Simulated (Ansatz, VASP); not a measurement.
This is a calculation of Si for VASP 6.6.1.

INCAR

```
SYSTEM = Si
PREC     = Accurate       ! precision mode
ENCUT    = 520            ! plane-wave cutoff, eV
EDIFF    = 1E-6           ! SCF threshold, eV
ISMEAR   = 0              ! smearing method
SIGMA    = 0.026000000000000002 ! smearing width, eV
LREAL    = .FALSE.        ! projectors in reciprocal space
LASPH    = .TRUE.         ! aspherical terms in the spheres
NELM     = 60             ! most SCF steps
ALGO     = Normal         ! electronic algorithm
ISIF     = 2              ! what is computed and relaxed
LWAVE    = .FALSE.        ! write WAVECAR
LCHARG   = .FALSE.        ! write CHGCAR
GGA      = PE             ! functional
```

KPOINTS

```
Automatic mesh
0
G
  8 8 8
  0 0 0
```

Contents of POSCAR:

```
Si
1.0
    0.0000000000      2.7218511865      2.7218511865
    2.7218511865      0.0000000000      2.7218511865
    2.7218511865      2.7218511865      0.0000000000
Si
2
Direct
    0.5000000000      0.5000000000      0.5000000000
    0.7500000000      0.7500000000      0.7500000000
```

Potentials or basis: VASP PAW PBE potentials, release 64 (Si).

Command:

```bash
$ cat potpaw_PBE.64/Si/POTCAR > POTCAR
$ mpirun -np 1 vasp_std > vasp.out
```

Problem. Set up the same calculation for Ansatz 0.2.0. Potentials there: Ansatz PAW.

Solution. As run (the cutoff follows the program's own potentials):

The input input.yaml:

```yaml
crystal:
  lattice:
    - [0.0, 2.7218511865, 2.7218511865]
    - [2.7218511865, 0.0, 2.7218511865]
    - [2.7218511865, 2.7218511865, 0.0]
  atoms:
    - { symbol: Si, position: [0.5, 0.5, 0.5] }
    - { symbol: Si, position: [0.75, 0.75, 0.75] }
hamiltonian:
  xc: pbe
  pseudopotentials: { kind: paw }
kpoints:
  mp_grid: { grid: [8, 8, 8] }
scf:
  occupations: { method: gaussian, width: 0.026 }
output:
  forces: true
  stress: true
  eigenvalues: true
```

Potentials or basis: Ansatz PAW.

Run with:

```sh
$ ansatz run input.yaml --threads 2 --pin off --max-ram 5632MiB --backend cpu --events-out ev --progress --plain --runs-dir out
```

Both were run:

|  | VASP | Ansatz | Ansatz less VASP |
| --- | --- | --- | --- |
| gap on the k mesh at the Fermi level (eV) | 0.63 | 0.63 | -0.003 |
| least direct gap on the mesh (eV) | 2.56 | 2.56 | -0.005 |
| pressure (GPa) | 1.3 | 1.3 | +0.08 |

A k mesh can miss the band edges. PBE gaps usually lie below the measured ones, often by a third to a half.
